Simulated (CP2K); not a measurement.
Mo:

```
Mo
1.0
     2.74324    0.00000    0.00000
    -0.91441    2.58635    0.00000
    -0.91441   -1.29317    2.23984
Mo
1
Direct
  0.00000 0.00000 0.00000
```

Base run:

* Program: CP2K 2026.2
* Functional: r2SCAN
* Dispersion: D4
* Potentials or basis: POTENTIAL_UZH Mo GTH-SCAN-q14; TZVP-MOLOPT-SCAN-GTH basis
* Density cutoff: 9184 eV
* k mesh: 12 × 12 × 12
* Occupations: fermi-dirac, width 0.05 eV
* Spin: no spin polarisation

Its results: band gap on the k mesh none (metal or under the smearing width); pressure -3.9 GPa.

Problem. After a change of settings the same cell gave: band gap on the k mesh none (metal or under the smearing width); pressure -5.6 GPa. Which change was it?
A. dispersion from D4 to rVV10
B. dispersion from D4 to none
C. dispersion from D4 to D3(BJ)
D. dispersion from D4 to D3(BJ)+ATM

Solution. C.

Caveats: the basis of atomic orbitals isn't converged, which shifts pressures, moduli and gaps; pairwise dispersion overbinds metals, which lowers pressure and volume.

Runs at the PBE level aren't shown here.
